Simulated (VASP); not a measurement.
# Cu (Fm-3m) in VASP: notebook

One crystal, Cu, is run at these levels: LDA; tasks: single point.

Everything below comes from runs of VASP 6.6.1. Logs are shortened: lines on timing, memory, paths and dates and some standing lists are left out, and cuts for length are marked.

### Step 1. The crystal as given

It takes space group Fm-3m (No. 225, cubic). The conventional cell has a = 3.524 Å, b = 3.524 Å, c = 3.524 Å, α = 90.00°, β = 90.00°, γ = 90.00°. Cu (site symmetry m-3m) has 12 Cu at 2.49 Å as nearest neighbours.

### Step 2. Single point, LDA

The input, INCAR:

```
SYSTEM = Cu
ALGO = Normal ; EDIFF = 1E-7
ENCUT = 350 ; ISIF = 2
ISMEAR = 0 ; LASPH = .True.
LCHARG = .False. ; LREAL = .False.
LWAVE = .False. ; NBANDS = 12
NELM = 80 ; PREC = Accurate
SIGMA = 0.1
```

The input, KPOINTS:

```
k-points
0
Gamma
  10 10 10
  0 0 0
```

The input, POSCAR:

```
Cu                                      
1.0
   -0.0000000000      1.7618547406      1.7618547406
    1.7618547406     -0.0000000000      1.7618547406
    1.7618547406      1.7618547406      0.0000000000
  Cu            
     1
Direct
     0.0000000000000000    0.0000000000000000    0.0000000000000000
```

Potentials or basis: VASP PAW LDA potentials, release 64 (Cu).

Started as:

```console
> cat potpaw_LDA.64/Cu/POTCAR > POTCAR
> mpirun -np 1 vasp_std > vasp.out
```

OUTCAR:

```text
SYSTEM = Cu
   EDIFF = 1E-7
   ENCUT = 350
   ISIF = 2
   ISMEAR = 0
   LASPH = .True.
   LREAL = .False.
   NELM = 80
   PREC = Accurate

 ion  position               nearest neighbor table
   1  0.000  0.000  0.000-

  LATTYP: Found a face centered cubic cell.
 ALAT       =     3.5237094812

  Lattice vectors:

 A1 = (   0.0000000000,   1.7618547406,   1.7618547406)
 A2 = (   1.7618547406,   0.0000000000,   1.7618547406)
 A3 = (   1.7618547406,   1.7618547406,   0.0000000000)

Analysis of symmetry for initial positions (statically):
=====================================================================
 Subroutine PRICEL returns:
 Original cell was already a primitive cell.

 Routine SETGRP: Setting up the symmetry group for a
 face centered cubic supercell.

 Subroutine GETGRP returns: Found 48 space group operations
 (whereof 48 operations were pure point group operations)
 out of a pool of 48 trial point group operations.

The static configuration has the point symmetry O_h .

Analysis of symmetry for dynamics (positions and initial velocities):
=====================================================================
 Subroutine PRICEL returns:
 Original cell was already a primitive cell.

 Routine SETGRP: Setting up the symmetry group for a
 face centered cubic supercell.

 Subroutine GETGRP returns: Found 48 space group operations
 (whereof 48 operations were pure point group operations)
 out of a pool of 48 trial point group operations.

The dynamic configuration has the point symmetry O_h .

 Subroutine INISYM returns: Found 48 space group operations
 (whereof 48 operations are pure point group operations),
 and found     1 'primitive' translations

----------------------------------------------------------------------------------------

                                     Primitive cell

  volume of cell :      10.9381

  direct lattice vectors                    reciprocal lattice vectors
     0.000000000  1.761854741  1.761854741    -0.283791841  0.283791841  0.283791841
     1.761854741  0.000000000  1.761854741     0.283791841 -0.283791841  0.283791841
     1.761854741  1.761854741  0.000000000     0.283791841  0.283791841 -0.283791841

  length of vectors
     2.491638869  2.491638869  2.491638869     0.491541887  0.491541887  0.491541887

  position of ions in fractional coordinates (direct lattice)
     0.000000000  0.000000000  0.000000000

  ion indices of the primitive-cell ions
   primitive index   ion index
                 1           1

----------------------------------------------------------------------------------------

 KPOINTS: k-points

Automatic generation of k-mesh.
 Grid dimensions read from file:
 generate k-points for:   10   10   10

 Generating k-lattice:

  Cartesian coordinates                     Fractional coordinates (reciprocal lattice)
    -0.028379184  0.028379184  0.028379184     0.100000000  0.000000000  0.000000000
     0.028379184 -0.028379184  0.028379184     0.000000000  0.100000000  0.000000000
     0.028379184  0.028379184 -0.028379184     0.000000000  0.000000000  0.100000000

  Length of vectors
     0.049154189  0.049154189  0.049154189

  Shift w.r.t. Gamma in fractional coordinates (k-lattice)
     0.000000000  0.000000000  0.000000000

 Subroutine IBZKPT returns following result:
 ===========================================

 Found     47 irreducible k-points:

 Following reciprocal coordinates:
            Coordinates               Weight
  0.000000  0.000000  0.000000      1.000000
  0.100000  0.000000  0.000000      8.000000
  0.200000  0.000000  0.000000      8.000000
  0.300000  0.000000  0.000000      8.000000
  0.400000  0.000000  0.000000      8.000000
  0.500000  0.000000  0.000000      4.000000
[... 16 lines left out ...]
  0.300000  0.300000  0.000000      6.000000
  0.400000  0.300000  0.000000     24.000000
 [... further k-points ...]
   k-points           NKPTS =     47   k-points in BZ     NKDIM =     47   number of bands    NBANDS=     12
   number of dos      NEDOS =    301   number of ions     NIONS =      1
   total plane-waves  NPLWV =   4096
   dimension x,y,z NGX =    16 NGY =   16 NGZ =   16
   dimension x,y,z NGXF=    32 NGYF=   32 NGZF=   32
   ions per type =               1
   NGX,Y,Z   is equivalent  to a cutoff of  10.68, 10.68, 10.68 a.u.
   NGXF,Y,Z  is equivalent  to a cutoff of  21.35, 21.35, 21.35 a.u.
 SYSTEM =  Cu
   PREC   = accura    normal or accurate (medium, high low for compatibility)
   ISTART =      0    job   : 0-new  1-cont  2-samecut
   ICHARG =      2    charge: 1-file 2-atom 10-const
   ISPIN  =      1    spin polarized calculation?
   LNONCOLLINEAR =      F non collinear calculations
   LSORBIT =      F    spin-orbit coupling
   LASPH  =      T    aspherical Exc in radial PAW
   ENCUT  =  350.0 eV  25.72 Ry    5.07 a.u.   3.80  3.80  3.80*2*pi/ulx,y,z
   NELM   =     80;   NELMIN=  2; NELMDL= -5     # of ELM steps
   EDIFF  = 0.1E-06   stopping-criterion for ELM
   LREAL  =      F    real-space projection
   EDIFFG = 0.1E-05   stopping-criterion for IOM
   NSW    =      0    number of steps for IOM
   IBRION =     -1    ionic relax: 0-MD 1-quasi-New 2-CG
   NFREE  =      0    steps in history (QN), initial steepest desc. (CG)
   ISIF   =      2    stress and relaxation
   ISYM   =      2    0-nonsym 1-usesym 2-fastsym
   POTIM  = 0.5000    time-step for ionic-motion
   TEBEG  =    0.0;   TEEND  =   0.0 temperature during run
   PSTRESS=    0.0 pullay stress
   NELECT =      11.0000    total number of electrons
   NUPDOWN=      -1.0000    fix difference up-down
   EMIN   =  10.00;   EMAX   =-10.00  energy-range for DOS
   EFERMI =   0.00;   METHOD = LEGACY
   ISMEAR =     0;   SIGMA  =   0.10  broadening in eV -4-tet -1-fermi 0-gaus
   EFERMI_NEDOS =   21; number of points for ismear=-14 and -15
   IALGO  =     38    algorithm
   IMIX   =      4    mixing-type and parameters
     AMIX     =   0.40;   BMIX     =  1.00
     AMIX_MAG =   1.60;   BMIX_MAG =  1.00
  volume/ion in A,a.u.               =      10.94        73.81
  Fermi-wavevector in a.u.,A,eV,Ry     =   1.640183  3.099496 36.602395  2.690200
  Thomas-Fermi vector in A             =   2.730864
   LORBIT       =      0    0 simple, 1 ext, 2 COOP (PROOUT), +10 PAW based schemes
   GGA     = CA    functional components
   LHFCALC =     F    Hartree Fock is set to
   AEXX    =    0.0000 exact exchange contribution
   IVDW    =     0    specifies the selected vdW correction
   LEPSILON=     F    determine dielectric tensor
   LRPA    =     F    only Hartree local field effects (RPA)
 non-spin polarized calculation
 Gauss-broadening in eV      SIGMA  =   0.10
  energy-cutoff  :      350.00
  volume of cell :       10.94
 maximum number of plane-waves:       170
   NGX =  7   NGY =  7   NGZ =  7

 number of electron      10.9999989 magnetization

 Free energy of the ion-electron system (eV)
  ---------------------------------------------------
  ext. energy  EPLUGINS =         0.00000000
  ---------------------------------------------------
  free energy    TOTEN  =        -4.70197776 eV

  energy without entropy =       -4.69845922  energy(sigma->0) =       -4.70021849

 E-fermi :   8.2119     XC(G=0): -13.5595

 val. band max:        8.1627305648   @ k =   0.5000   0.1000   0.0000
 cond. band min:       8.4703420320   @ k =   0.5000   0.3000   0.1000
 fundamental gap:      0.3076114672
 Fermi energy:         8.2118618985

 k-point     1 :       0.0000    0.0000    0.0000
  band No.  band energies     occupation
      1      -1.6106      2.00000
      2       5.0179      2.00000
      3       5.0179      2.00000
      4       5.0179      2.00000
      5       5.9613      2.00000
      6       5.9613      2.00000
      7      31.6254      0.00000
      8      34.7060      0.00000
      9      34.7060      0.00000
     10      34.7060      0.00000
     11      37.3173      0.00000
     12      37.3173      0.00000

 k-point     2 :       0.1000    0.0000    0.0000
  band No.  band energies     occupation
      1      -1.2280      2.00000
      2       4.9341      2.00000
      3       5.0904      2.00000
      4       5.0904      2.00000
      5       5.9349      2.00000
      6       5.9349      2.00000
      7      29.2706      0.00000
      8      32.5581      0.00000
      9      33.8049      0.00000
     10      33.8049      0.00000
     11      38.6944      0.00000
     12      38.6944      0.00000

 k-point     3 :       0.2000    0.0000    0.0000
  band No.  band energies     occupation
      1      -0.1336      2.00000
      2       4.7666      2.00000
      3       5.1999      2.00000
      4       5.1999      2.00000
      5       5.9571      2.00000
      6       5.9571      2.00000
      7      24.0038      0.00000
      8      31.9926      0.00000
      9      32.6840      0.00000
     10      32.6840      0.00000
     11      39.1858      0.00000
     12      39.2275      0.00000
[... 286 lines left out ...]
 k-point    23 :       0.3000    0.3000    0.0000
  band No.  band energies     occupation
      1       2.1699      2.00000
      2       3.9673      2.00000
      3       5.6478      2.00000
      4       6.0378      2.00000
      5       6.0378      2.00000
      6       6.3660      2.00000
      7      24.6102      0.00000
      8      24.7933      0.00000
      9      24.7933      0.00000
     10      27.6188      0.00000
     11      30.9245      0.00000
     12      48.8658      0.00000

 k-point    24 :       0.4000    0.3000    0.0000
  band No.  band energies     occupation
      1       2.8848      2.00000
      2       3.8152      2.00000
      3       5.6141      2.00000
      4       6.1089      2.00000
      5       6.5650      2.00000
      6       7.2130      2.00000
      7      21.0391      0.00000
      8      21.9865      0.00000
      9      23.9339      0.00000
     10      28.2944      0.00000
     11      32.3284      0.00000
     12      47.4506      0.00000

 [... further k-points ...]
[... 5 lines left out ...]
  --------------------------------------------------------------------------------------
  -------------------------------------------------------------------------------------
  Total       -0.0006307     -0.0006307     -0.0006307     -0.0000000     -0.0000000     -0.0000000
  in kB       -0.0923825     -0.0923825     -0.0923825     -0.0000000     -0.0000000     -0.0000000
  external PRESSURE =      -0.0923825 kB  Pullay stress =       0.0000000 kB

 VOLUME and BASIS-vectors are now :
 -----------------------------------------------------------------------------
  energy-cutoff  :      350.00
  volume of cell :       10.94
      direct lattice vectors                 reciprocal lattice vectors
     0.000000000  1.761854741  1.761854741    -0.283791841  0.283791841  0.283791841
     1.761854741  0.000000000  1.761854741     0.283791841 -0.283791841  0.283791841
     1.761854741  1.761854741  0.000000000     0.283791841  0.283791841 -0.283791841

 POSITION                                       TOTAL-FORCE (eV/Angst)
 -----------------------------------------------------------------------------------
      0.00000      0.00000      0.00000        -0.000000     -0.000000      0.000000
 -----------------------------------------------------------------------------------
    total drift:                                0.000000      0.000000      0.000000

  FREE ENERGIE OF THE ION-ELECTRON SYSTEM (eV)
  ---------------------------------------------------
  free  energy   TOTEN  =        -4.7019777565 eV

  energy  without entropy=       -4.6984592245  energy(sigma->0) =       -4.70021849
```

It took 1.7 s on 1 thread of Intel Xeon 6975P-C (Granite Rapids), shared host; peak memory 0.1 GiB.

Results:

```yaml
Free_energy: -4.7020 eV
Pressure: 0.0 GPa
Band_gap_on_the_k_mesh: none (metal or under the smearing width)
```

Caveat: the cutoff is under 1.25 times the usual one of these potentials, so pressure, stress and relaxed cells hold a basis-set (Pulay) error.

### Step 3. Single point, LDA (a relaxed cell with its volume scaled by 0.97)

INCAR is that of step 2.

KPOINTS is that of step 2.

The input, POSCAR:

```
Cu                                      
1.0
   -0.0000000000      1.7440570113      1.7440570113
    1.7440570113     -0.0000000000      1.7440570113
    1.7440570113      1.7440570113      0.0000000000
  Cu            
     1
Direct
     0.0000000000000000    0.0000000000000000    0.0000000000000000
```

Potentials or basis: VASP PAW LDA potentials, release 64 (Cu).

Started as:

```console
> cat potpaw_LDA.64/Cu/POTCAR > POTCAR
> mpirun -np 1 vasp_std > vasp.out
```

OUTCAR:

```text
SYSTEM = Cu
   EDIFF = 1E-7
   ENCUT = 350
   ISIF = 2
   ISMEAR = 0
   LASPH = .True.
   LREAL = .False.
   NELM = 80
   PREC = Accurate

 ion  position               nearest neighbor table
   1  0.000  0.000  0.000-

  LATTYP: Found a face centered cubic cell.
 ALAT       =     3.4881140226

  Lattice vectors:

 A1 = (   0.0000000000,   1.7440570113,   1.7440570113)
 A2 = (   1.7440570113,   0.0000000000,   1.7440570113)
 A3 = (   1.7440570113,   1.7440570113,   0.0000000000)

Analysis of symmetry for initial positions (statically):
[... 530 lines left out ...]
      5       6.9534      2.00000
      6       7.6133      2.00000
      7      21.7045      0.00000
      8      22.7001      0.00000
      9      24.6579      0.00000
     10      29.0816      0.00000
     11      33.3028      0.00000
     12      48.5175      0.00000

 [... further k-points ...]
[... 5 lines left out ...]
  --------------------------------------------------------------------------------------
  -------------------------------------------------------------------------------------
  Total        0.3976352      0.3976352      0.3976352      0.0000000     -0.0000000      0.0000000
  in kB       60.0459024     60.0459024     60.0459024      0.0000000     -0.0000000      0.0000000
  external PRESSURE =      60.0459024 kB  Pullay stress =       0.0000000 kB

 VOLUME and BASIS-vectors are now :
 -----------------------------------------------------------------------------
  energy-cutoff  :      350.00
  volume of cell :       10.61
      direct lattice vectors                 reciprocal lattice vectors
     0.000000000  1.744057011  1.744057011    -0.286687876  0.286687876  0.286687876
     1.744057011  0.000000000  1.744057011     0.286687876 -0.286687876  0.286687876
     1.744057011  1.744057011  0.000000000     0.286687876  0.286687876 -0.286687876

 POSITION                                       TOTAL-FORCE (eV/Angst)
 -----------------------------------------------------------------------------------
      0.00000      0.00000      0.00000        -0.000000      0.000000      0.000000
 -----------------------------------------------------------------------------------
    total drift:                                0.000000      0.000000     -0.000000

  FREE ENERGIE OF THE ION-ELECTRON SYSTEM (eV)
  ---------------------------------------------------
  free  energy   TOTEN  =        -4.6958210623 eV

  energy  without entropy=       -4.6922571312  energy(sigma->0) =       -4.69403910
```

stdout:

```text
POSCAR found type information on POSCAR Cu
 POSCAR found :  1 types and       1 ions
 scaLAPACK will be used
 LDA part: xc-table for (Slater(with rela. corr.)+CA(PZ))
 , standard interpolation
 POSCAR, INCAR and KPOINTS ok, starting setup
 FFT: planning ... GRIDC
 FFT: planning ... GRID_SOFT
 FFT: planning ... GRID
 WAVECAR not read
 entering main loop
```

Run time: 1.9 s. Hardware: 1 thread of Intel Xeon 6975P-C (Granite Rapids), shared host; peak memory 0.11 GiB.

What came out:

| Property | Result |
| --- | --- |
| Free energy | -4.6958 eV |
| Pressure | 6.0 GPa |
| Band gap on the k mesh | none (metal or under the smearing width) |

Levels at points of the mesh, in eV from the Fermi level:
| k point | band 3 | band 4 | band 5 | band 6 | band 7 | band 8 | band 9 | band 10 |
| --- | --- | --- | --- | --- | --- | --- | --- | --- |
| (0.00, 0.00, 0.00) | -3.30 | -3.30 | -2.31 | -2.31 | 23.65 | 26.98 | 26.98 | 26.98 |
| (0.50, 0.00, 0.00) | -3.34 | -1.65 | -1.65 | -1.18 | 4.42 | 22.12 | 23.75 | 23.75 |
| (0.50, 0.50, 0.00) | -1.66 | -1.48 | -1.48 | 1.53 | 8.02 | 13.98 | 13.98 | 18.90 |

Caveat: the cutoff is under 1.25 times the usual one of these potentials, so pressure, stress and relaxed cells hold a basis-set (Pulay) error.

### Step 4. Single point, LDA (a relaxed cell with its volume scaled by 1.03)

INCAR is that of step 3.

KPOINTS is that of step 3.

The input, POSCAR:

```
Cu                                      
1.0
   -0.0000000000      1.7792999815      1.7792999815
    1.7792999815     -0.0000000000      1.7792999815
    1.7792999815      1.7792999815      0.0000000000
  Cu            
     1
Direct
     0.0000000000000000    0.0000000000000000    0.0000000000000000
```

Started as:

```console
> cat potpaw_LDA.64/Cu/POTCAR > POTCAR
> mpirun -np 1 vasp_std > vasp.out
```

Wall time 1.8 s (1 thread of Intel Xeon 6975P-C (Granite Rapids), shared host); peak memory 0.1 GiB.

The run converged. Its results:

- Free energy: -4.6969 eV
- Pressure: -5.0 GPa
- Band gap on the k mesh: none (metal or under the smearing width)

Levels at points of the mesh, in eV from the Fermi level:
```csv
k point,band 2,band 3,band 4,band 5,band 6,band 7,band 8,band 9,band 10,band 11
"(0.00, 0.00, 0.00)",-3.10,-3.10,-3.10,-2.19,-2.19,23.18,26.02,26.02,26.02,28.60
"(0.50, 0.00, 0.00)",-3.13,-3.13,-1.58,-1.58,-0.99,4.09,21.68,22.77,22.77,25.89
"(0.50, 0.50, 0.00)",-4.60,-1.60,-1.43,-1.43,1.58,7.57,13.49,13.49,18.25,21.17
```

Caveat: the cutoff is under 1.25 times the usual one of these potentials, so pressure, stress and relaxed cells hold a basis-set (Pulay) error.

[end of part 1 of 2]
